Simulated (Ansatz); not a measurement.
Wanted: an ASE script for an Ansatz 0.2.0 run.

- Task: projected density of states
- Functional: PBEsol
- Dispersion: D4
- Potentials or basis: Ansatz NC
- Cutoff: 844 eV
- Density cutoff: 3374 eV
- k mesh: 10 × 10 × 10
- Occupations: fermi-dirac, width 0.05 eV
- Spin: non-collinear spin, ferromagnetic start, spin-orbit coupling
- Starting moments: [[0.5, 0.0, 0.0]] μB
- Driver: chain

The structure of Tl lies in POSCAR:

```
Tl
1.0
   -1.9295595657      1.9295595657      1.9295595657
    1.9295595657     -1.9295595657      1.9295595657
    1.9295595657      1.9295595657     -1.9295595657
Tl
1
Direct
    0.0000000000      0.0000000000      0.0000000000
```

This isn't the form of Tl at room conditions, which is hcp.

The cell isn't the ideal one: volume scaled by 0.96.

These files were run (other wordings do the same):

run.py

```python
import json

import ase.io
import numpy as np

import ansatz as az

atoms = ase.io.read("POSCAR", format="vasp")
atoms.set_initial_magnetic_moments([[0.5, 0.0, 0.0]])

calculation = (
    az.Crystal.from_ase(atoms)
    .calculation()
    .kpoints(10, 10, 10)
    .functional("pbesol", dispersion="d4")
    .pseudopotentials(kind="nc_fr")
    .spin("noncollinear", soc=True)
    .scf(extra_bands=6)
    .occupations(method="fermi_dirac", width=0.05)
    .density()
    .potential()
    .output_files(volumetric_format="npy")
    .electron_localization_function()
    .density_of_states(energy_step=0.05, projected=True, nscf_kmesh=(15, 15, 15))
    .forces()
    .stress()
    .band_table(publish=True)
)
outcome = calculation.run(threads=2, events_out="events.jsonl")

report = outcome.report
for line in open("events.jsonl"):
    event = json.loads(line)
    if event["event"] == "scf_iter":
        d = event["data"]
        print(f"SCF {d['iter']:3d}  HF = {d['harris_foulkes_ev']:.6f} eV  dr2 = {d['dr2_ev']:.2e} eV")
    elif event["event"] in ("relax_step", "md_step"):
        d = event["data"]
        print(f"{event['event']} {d['step']:3d}  E = {d['lagrangian_ev']:.6f} eV")
np.set_printoptions(precision=5, suppress=True, linewidth=110)
print("converged:", report["converged"], "after", report["n_iterations"], "iterations")
print(f"free energy {report['free_energy_ev']:.6f} eV, Fermi level {report['fermi_energy_ev']:.4f} eV")
for key in ("band_edges_ev", "magnetization_mub", "site_moments_mub", "site_moments_nc_mub", "forces_ev_ang",
                "stress_gpa", "kpoints_frac", "eigenvalues_ev"):
    if report.get(key) is not None:
        print(key, np.array(report[key]), sep="\n")
```

Potentials or basis: Ansatz NC.

The run is started by

```sh
$ python run.py
```

It gave:

* Pressure: -2.0 GPa
* Band gap on the k mesh: none (metal or under the smearing width)
* Net moment: 0.00 μB per cell
* Absolute moment: 0.00 μB per cell
* Density of states at the Fermi level: 0.42 states/eV per cell

Caveat: pairwise dispersion overbinds metals, which lowers pressure and volume; the starting moments weren't kept; the thresholds are loose for stress.

Wall time 59 s on 2 threads of Arm Neoverse V2, with other jobs on the host, peak memory 0.82 GiB.
